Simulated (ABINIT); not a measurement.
Crystal: BN.

```
N B
1.0
     0.00000    3.49532    2.16609
     1.25163    0.00000    2.16609
     1.25163    3.49532    0.00000
N B
1 1
Direct
  0.66665 0.66665 0.33335
  0.00005 0.00005 0.99995
```

Measurements of this composition are mostly on another form, of space group No. 194.

Base run:

* Program: ABINIT 10.8.3 (patched build)
* Functional: AM05
* Potentials or basis: JTH PAW PBE v2.0
* Cutoff: 844 eV
* k mesh: 13 × 13 × 13
* Occupations: fermi-dirac, width 0.05 eV
* Spin: no spin polarisation

Its results: band gap on the k mesh 3.85 eV, indirect (least direct gap 4.59 eV); pressure 1.3 GPa; largest force 0.010 eV/Å.

**Question.** After a change of settings the same cell gave: band gap on the k mesh 3.96 eV, indirect (least direct gap 4.70 eV); pressure 5.0 GPa; largest force 0.011 eV/Å. Which change was it?
A. functional from AM05 to LDA
B. functional from AM05 to PBEsol
C. functional from AM05 to BLYP

**Answer.** C.

BLYP binds less tightly than AM05, so the same cell stands under more pressure.

Caveats: the PAW data sets were made with another functional, which shifts forces and pressure a little; the mesh misses the band edges, which the band path finds closer together; the atomic spheres overlap.
